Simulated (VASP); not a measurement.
# CuI (Marshite) (F-43m) in VASP: further runs

One crystal, CuI (Marshite), is run at these levels: PBE; tasks: single point, relaxation of cell and atoms.

Program: VASP 6.6.1. These are calculated values, not measurements. Logs are shortened: lines on timing, memory, paths and dates and some standing lists are left out, and cuts for length are marked.

### Step 1. Starting point

The structure is cubic, space group F-43m (No. 216). The conventional cell has a = 6.063 Å, b = 6.063 Å, c = 6.063 Å, α = 90.00°, β = 90.00°, γ = 90.00°. Around Cu (site symmetry -43m) lie 4 I at 2.63 Å. Around I (site symmetry -43m) lie 4 Cu at 2.63 Å.

### Step 2. Single point, PBE

INCAR

```
SYSTEM = CuI
PREC = Accurate
ENCUT = 520
EDIFF = 1E-6
ISMEAR = 0
SIGMA = 0.03
LREAL = .FALSE.
LASPH = .TRUE.
NELM = 80
ALGO = Normal
ISIF = 2
LWAVE = .FALSE.
LCHARG = .FALSE.
GGA = PE
NBANDS = 16
KPAR = 4
```

KPOINTS

```
regular mesh
0
G
  6 6 6
  0 0 0
```

POSCAR

```
CuI
1.0
    0.0000000000      3.0315000000      3.0315000000
    3.0315000000      0.0000000000      3.0315000000
    3.0315000000      3.0315000000      0.0000000000
Cu I
1 1
Direct
    0.2500000000      0.2500000000      0.2500000000
    0.0000000000      0.0000000000      0.0000000000
```

Potentials or basis: VASP PAW PBE potentials, release 64 (Cu, I).

The run is started by

```
$ cat potpaw_PBE.64/Cu/POTCAR potpaw_PBE.64/I/POTCAR > POTCAR
$ mpirun -np 4 vasp_std > vasp.out
```

OUTCAR:

```text
SYSTEM = CuI
   PREC = Accurate
   ENCUT = 520
   EDIFF = 1E-6
   ISMEAR = 0
   LREAL = .FALSE.
   LASPH = .TRUE.
   NELM = 80
   ISIF = 2
   GGA = PE

 ion  position               nearest neighbor table
   1  0.250  0.250  0.250-   2 2.63   2 2.63   2 2.63   2 2.63
   2  0.000  0.000  0.000-   1 2.63   1 2.63   1 2.63   1 2.63

  LATTYP: Found a face centered cubic cell.
 ALAT       =     6.0630000000

  Lattice vectors:

 A1 = (   0.0000000000,   3.0315000000,   3.0315000000)
 A2 = (   3.0315000000,   0.0000000000,   3.0315000000)
 A3 = (   3.0315000000,   3.0315000000,   0.0000000000)

Analysis of symmetry for initial positions (statically):
=====================================================================
 Subroutine PRICEL returns:
 Original cell was already a primitive cell.

 Routine SETGRP: Setting up the symmetry group for a
 face centered cubic supercell.

 Subroutine GETGRP returns: Found 24 space group operations
 (whereof 24 operations were pure point group operations)
 out of a pool of 48 trial point group operations.

The static configuration has the point symmetry T_d .

Analysis of symmetry for dynamics (positions and initial velocities):
=====================================================================
 Subroutine PRICEL returns:
 Original cell was already a primitive cell.

 Routine SETGRP: Setting up the symmetry group for a
 face centered cubic supercell.

 Subroutine GETGRP returns: Found 24 space group operations
 (whereof 24 operations were pure point group operations)
 out of a pool of 48 trial point group operations.

The dynamic configuration has the point symmetry T_d .

 Subroutine INISYM returns: Found 24 space group operations
 (whereof 24 operations are pure point group operations),
 and found     1 'primitive' translations

----------------------------------------------------------------------------------------

                                     Primitive cell

  volume of cell :      55.7189

  direct lattice vectors                    reciprocal lattice vectors
     0.000000000  3.031500000  3.031500000    -0.164934851  0.164934851  0.164934851
     3.031500000  0.000000000  3.031500000     0.164934851 -0.164934851  0.164934851
     3.031500000  3.031500000  0.000000000     0.164934851  0.164934851 -0.164934851

  length of vectors
     4.287188414  4.287188414  4.287188414     0.285675541  0.285675541  0.285675541

  position of ions in fractional coordinates (direct lattice)
     0.250000000  0.250000000  0.250000000
     0.000000000  0.000000000  0.000000000

  ion indices of the primitive-cell ions
   primitive index   ion index
                 1           1
                 2           2

----------------------------------------------------------------------------------------

 KPOINTS: regular mesh

Automatic generation of k-mesh.
 Grid dimensions read from file:
 generate k-points for:    6    6    6

 Generating k-lattice:

  Cartesian coordinates                     Fractional coordinates (reciprocal lattice)
    -0.027489142  0.027489142  0.027489142     0.166666667  0.000000000  0.000000000
     0.027489142 -0.027489142  0.027489142     0.000000000  0.166666667  0.000000000
     0.027489142  0.027489142 -0.027489142     0.000000000  0.000000000  0.166666667

  Length of vectors
     0.047612590  0.047612590  0.047612590

  Shift w.r.t. Gamma in fractional coordinates (k-lattice)
     0.000000000  0.000000000  0.000000000

 Subroutine IBZKPT returns following result:
 ===========================================

 Found     16 irreducible k-points:

 Following reciprocal coordinates:
            Coordinates               Weight
  0.000000  0.000000  0.000000      1.000000
  0.166667  0.000000  0.000000      8.000000
  0.333333  0.000000  0.000000      8.000000
  0.500000  0.000000  0.000000      4.000000
  0.166667  0.166667  0.000000      6.000000
  0.333333  0.166667  0.000000     24.000000
[... 8 lines left out ...]
 -0.333333  0.333333  0.166667     24.000000
 -0.333333  0.500000  0.166667     12.000000
   k-points           NKPTS =     16   k-points in BZ     NKDIM =     16   number of bands    NBANDS=     16
   number of dos      NEDOS =    301   number of ions     NIONS =      2
   total plane-waves  NPLWV =  32768
   dimension x,y,z NGX =    32 NGY =   32 NGZ =   32
   dimension x,y,z NGXF=    64 NGYF=   64 NGZF=   64
   ions per type =               1   1
   NGX,Y,Z   is equivalent  to a cutoff of  12.41, 12.41, 12.41 a.u.
   NGXF,Y,Z  is equivalent  to a cutoff of  24.82, 24.82, 24.82 a.u.
 SYSTEM =  CuI
   PREC   = accura    normal or accurate (medium, high low for compatibility)
   ISTART =      0    job   : 0-new  1-cont  2-samecut
   ICHARG =      2    charge: 1-file 2-atom 10-const
   ISPIN  =      1    spin polarized calculation?
   LNONCOLLINEAR =      F non collinear calculations
   LSORBIT =      F    spin-orbit coupling
   LASPH  =      T    aspherical Exc in radial PAW
   ENCUT  =  520.0 eV  38.22 Ry    6.18 a.u.   7.97  7.97  7.97*2*pi/ulx,y,z
   NELM   =     80;   NELMIN=  2; NELMDL= -5     # of ELM steps
   EDIFF  = 0.1E-05   stopping-criterion for ELM
   LREAL  =      F    real-space projection
   EDIFFG = 0.1E-04   stopping-criterion for IOM
   NSW    =      0    number of steps for IOM
   IBRION =     -1    ionic relax: 0-MD 1-quasi-New 2-CG
   NFREE  =      0    steps in history (QN), initial steepest desc. (CG)
   ISIF   =      2    stress and relaxation
   ISYM   =      2    0-nonsym 1-usesym 2-fastsym
   POTIM  = 0.5000    time-step for ionic-motion
   TEBEG  =    0.0;   TEEND  =   0.0 temperature during run
   PSTRESS=    0.0 pullay stress
   NELECT =      18.0000    total number of electrons
   NUPDOWN=      -1.0000    fix difference up-down
   EMIN   =  10.00;   EMAX   =-10.00  energy-range for DOS
   EFERMI =   0.00;   METHOD = LEGACY
   ISMEAR =     0;   SIGMA  =   0.03  broadening in eV -4-tet -1-fermi 0-gaus
   EFERMI_NEDOS =   21; number of points for ismear=-14 and -15
   IALGO  =     38    algorithm
   IMIX   =      4    mixing-type and parameters
     AMIX     =   0.40;   BMIX     =  1.00
     AMIX_MAG =   1.60;   BMIX_MAG =  1.00
  volume/ion in A,a.u.               =      27.86       188.00
  Fermi-wavevector in a.u.,A,eV,Ry     =   1.123306  2.122741 17.168055  1.261816
  Thomas-Fermi vector in A             =   2.259971
   LORBIT       =      0    0 simple, 1 ext, 2 COOP (PROOUT), +10 PAW based schemes
   GGA     = PE    functional components
   LHFCALC =     F    Hartree Fock is set to
   AEXX    =    0.0000 exact exchange contribution
   IVDW    =     0    specifies the selected vdW correction
   LEPSILON=     F    determine dielectric tensor
   LRPA    =     F    only Hartree local field effects (RPA)
 non-spin polarized calculation
 Gauss-broadening in eV      SIGMA  =   0.03
  energy-cutoff  :      520.00
  volume of cell :       55.72
 maximum number of plane-waves:      1524
   NGX = 15   NGY = 15   NGZ = 15

 number of electron      18.0000014 magnetization

 Free energy of the ion-electron system (eV)
  ---------------------------------------------------
  ext. energy  EPLUGINS =         0.00000000
  ---------------------------------------------------
  free energy    TOTEN  =        -5.55975072 eV

  energy without entropy =       -5.55975072  energy(sigma->0) =       -5.55975072

 E-fermi :   4.5788     XC(G=0):  -8.9362

 val. band max:        4.4319594968   @ k =   0.0000   0.0000   0.0000
 cond. band min:       5.5746483750   @ k =   0.0000   0.0000   0.0000
 fundamental gap:      1.1426888782
 Fermi energy:         4.5787581232

 k-point     1 :       0.0000    0.0000    0.0000
  band No.  band energies     occupation
      1      -9.5781      2.00000
      2       0.7933      2.00000
      3       0.7933      2.00000
      4       0.7933      2.00000
      5       2.5812      2.00000
      6       2.5812      2.00000
[... 8 lines left out ...]
     15      14.0084      0.00000
     16      14.0084      0.00000

 k-point     2 :       0.1667    0.0000    0.0000
  band No.  band energies     occupation
      1      -9.4531      2.00000
      2       0.2899      2.00000
      3       0.8025      2.00000
      4       0.8025      2.00000
      5       2.5723      2.00000
      6       2.5723      2.00000
[... 8 lines left out ...]
     15      13.1723      0.00000
     16      13.5751      0.00000

 k-point     3 :       0.3333    0.0000    0.0000
  band No.  band energies     occupation
      1      -9.1787      2.00000
      2      -0.6821      2.00000
      3       0.8141      2.00000
      4       0.8141      2.00000
      5       2.5830      2.00000
      6       2.5830      2.00000
[... 8 lines left out ...]
     15      13.6533      0.00000
     16      13.6533      0.00000

 k-point     4 :       0.5000    0.0000    0.0000
  band No.  band energies     occupation
      1      -9.0265      2.00000
      2      -1.1499      2.00000
      3       0.8160      2.00000
      4       0.8160      2.00000
      5       2.6090      2.00000
      6       2.6090      2.00000
[... 8 lines left out ...]
     15      15.3015      0.00000
     16      15.3015      0.00000

 k-point     5 :       0.1667    0.1667    0.0000
  band No.  band energies     occupation
      1      -9.4112      2.00000
      2       0.2393      2.00000
      3       0.7650      2.00000
      4       0.7650      2.00000
      5       2.5285      2.00000
      6       2.6028      2.00000
[... 8 lines left out ...]
     15      14.2816      0.00000
     16      14.4741      0.00000

 k-point     6 :       0.3333    0.1667    0.0000
  band No.  band energies     occupation
      1      -9.1844      2.00000
      2      -0.4360      2.00000
      3       0.6838      2.00000
      4       0.7572      2.00000
      5       2.5127      2.00000
      6       2.6191      2.00000
[... 8 lines left out ...]
     15      14.5531      0.00000
     16      14.9446      0.00000

 k-point     7 :       0.5000    0.1667    0.0000
  band No.  band energies     occupation
      1      -8.9829      2.00000
      2      -0.9562      2.00000
      3       0.4880      2.00000
      4       0.7847      2.00000
      5       2.5455      2.00000
      6       2.6148      2.00000
[... 8 lines left out ...]
     15      15.1265      0.00000
     16      15.3468      0.00000

 k-point     8 :      -0.3333    0.1667    0.0000
  band No.  band energies     occupation
      1      -9.0340      2.00000
      2      -0.8039      2.00000
      3       0.4235      2.00000
      4       0.8276      2.00000
      5       2.5579      2.00000
      6       2.5855      2.00000
[... 8 lines left out ...]
     15      14.2848      0.00000
     16      15.5261      0.00000

 k-point     9 :      -0.1667    0.1667    0.0000
  band No.  band energies     occupation
      1      -9.2762      2.00000
      2      -0.1920      2.00000
      3       0.6183      2.00000
      4       0.8375      2.00000
      5       2.5377      2.00000
      6       2.5999      2.00000
[... 8 lines left out ...]
     15      13.8908      0.00000
     16      15.0315      0.00000

 k-point    10 :       0.3333    0.3333    0.0000
  band No.  band energies     occupation
      1      -9.0440      2.00000
      2      -0.7079      2.00000
      3       0.7104      2.00000
      4       0.7104      2.00000
      5       2.4605      2.00000
      6       2.6463      2.00000
[... 8 lines left out ...]
     15      15.0454      0.00000
     16      17.5997      0.00000

 k-point    11 :       0.5000    0.3333    0.0000
  band No.  band energies     occupation
      1      -8.8896      2.00000
      2      -0.9240      2.00000
      3       0.3844      2.00000
      4       0.7188      2.00000
      5       2.4968      2.00000
      6       2.6382      2.00000
[... 8 lines left out ...]
     15      15.5854      0.00000
     16      16.6434      0.00000

 k-point    12 :      -0.3333    0.3333    0.0000
  band No.  band energies     occupation
      1      -8.8854      2.00000
      2      -0.6930      2.00000
      3      -0.1184      2.00000
      4       0.7790      2.00000
      5       2.4640      2.00000
      6       2.5801      2.00000
[... 8 lines left out ...]
     15      13.7449      0.00000
     16      17.7101      0.00000

 k-point    13 :       0.5000    0.5000    0.0000
  band No.  band energies     occupation
      1      -8.8394      2.00000
      2      -1.1348      2.00000
      3       0.6842      2.00000
      4       0.6842      2.00000
      5       2.5567      2.00000
      6       2.6385      2.00000
[... 8 lines left out ...]
     15      15.7011      0.00000
     16      16.4521      0.00000

 k-point    14 :       0.5000    0.3333    0.1667
  band No.  band energies     occupation
      1      -8.9894      2.00000
      2      -0.7014      2.00000
      3       0.3128      2.00000
      4       0.7478      2.00000
      5       2.5204      2.00000
      6       2.5985      2.00000
[... 8 lines left out ...]
     15      15.3806      0.00000
     16      16.4571      0.00000

 k-point    15 :      -0.3333    0.3333    0.1667
  band No.  band energies     occupation
      1      -8.8854      2.00000
      2      -0.7527      2.00000
      3       0.0193      2.00000
      4       0.7078      2.00000
      5       2.4903      2.00000
      6       2.5830      2.00000
[... 8 lines left out ...]
     15      15.5547      0.00000
     16      16.2012      0.00000

 k-point    16 :      -0.3333    0.5000    0.1667
  band No.  band energies     occupation
      1      -8.8366      2.00000
      2      -0.8498      2.00000
      3       0.1591      2.00000
      4       0.6159      2.00000
      5       2.5358      2.00000
      6       2.5405      2.00000
[... 8 lines left out ...]
     15      15.9432      0.00000
     16      16.4786      0.00000

------------------------ aborting loop because EDIFF is reached ----------------------------------------

  FORCE on cell =-STRESS in cart. coord.  units (eV):
  Direction    XX          YY          ZZ          XY          YZ          ZX
  --------------------------------------------------------------------------------------
  -------------------------------------------------------------------------------------
  Total        0.1112412      0.1112412      0.1112412     -0.0000000      0.0000000      0.0000000
  in kB        3.1986994      3.1986994      3.1986994     -0.0000000      0.0000000      0.0000000
  external PRESSURE =       3.1986994 kB  Pullay stress =       0.0000000 kB

 VOLUME and BASIS-vectors are now :
 -----------------------------------------------------------------------------
  energy-cutoff  :      520.00
  volume of cell :       55.72
      direct lattice vectors                 reciprocal lattice vectors
     0.000000000  3.031500000  3.031500000    -0.164934851  0.164934851  0.164934851
     3.031500000  0.000000000  3.031500000     0.164934851 -0.164934851  0.164934851
     3.031500000  3.031500000  0.000000000     0.164934851  0.164934851 -0.164934851

 POSITION                                       TOTAL-FORCE (eV/Angst)
 -----------------------------------------------------------------------------------
      1.51575      1.51575      1.51575        -0.000000     -0.000000     -0.000000
      0.00000      0.00000      0.00000         0.000000      0.000000      0.000000
 -----------------------------------------------------------------------------------
    total drift:                                0.000001      0.000001      0.000001

  FREE ENERGIE OF THE ION-ELECTRON SYSTEM (eV)
  ---------------------------------------------------
  free  energy   TOTEN  =        -5.5597507181 eV

  energy  without entropy=       -5.5597507181  energy(sigma->0) =       -5.55975072
```

It took 4.5 s on 4 MPI ranks of Intel Xeon Platinum 8488C (Sapphire Rapids), shared host; peak memory 0.16 GiB.

Results:

```
Free energy            : -5.5598 eV
Pressure               : 0.3 GPa
Band gap on the k mesh : 1.14 eV, direct
```

Levels at points of the mesh, in eV from the valence-band top:
```
           k point  band 7  band 8  band 9  band 10  band 11  band 12
(0.00, 0.00, 0.00)    0.00    0.00    0.00     1.14     4.87     4.87
(0.50, 0.00, 0.00)   -1.78   -0.71   -0.71     2.16     5.41     5.41
(0.50, 0.50, 0.00)   -1.76   -1.50   -1.50     2.72     2.91     9.19
```

Caveat: spin-orbit coupling is left out, which moves the levels of the heavy elements.

### Step 3. Relaxation of cell and atoms, PBE

INCAR

```
SYSTEM = CuI
ALGO = Normal
EDIFF = 1E-6
EDIFFG = -0.01
ENCUT = 300
GGA = PE
IBRION = 2
ISIF = 3
ISMEAR = 0
LASPH = .TRUE.
LCHARG = .FALSE.
LREAL = .FALSE.
LWAVE = .FALSE.
NELM = 80
NSW = 90
PREC = Accurate
SIGMA = 0.03
```

KPOINTS

```
k-points
0
G
  4 4 4
  0 0 0
```

POSCAR is that of step 2.

Potentials or basis: VASP PAW PBE potentials, release 64 (Cu, I).

The run is started by

```
$ cat potpaw_PBE.64/Cu/POTCAR potpaw_PBE.64/I/POTCAR > POTCAR
$ mpirun -np 1 vasp_std > vasp.out
```

Wall time 7 s (1 thread of Intel Xeon Platinum 8488C (Sapphire Rapids), shared host); peak memory 0.12 GiB.

The run converged, but some of its settings lie outside the range that counts as converged, so its numbers aren't taken as properties of the crystal.

What came out:

```yaml
Free_energy: -5.5284 eV
Band_gap_on_the_k_mesh: 1.14 eV, direct
```

Caveat: the k mesh is coarse (spacing up to 0.45 Å⁻¹), so the values aren't converged; the cutoff is under 1.25 times the usual one of these potentials, so pressure, stress and relaxed cells hold a basis-set (Pulay) error; the relaxation stopped at its first step, so nothing moved; spin-orbit coupling is left out, which moves the levels of the heavy elements.

(Continued in part 2 of 2.)
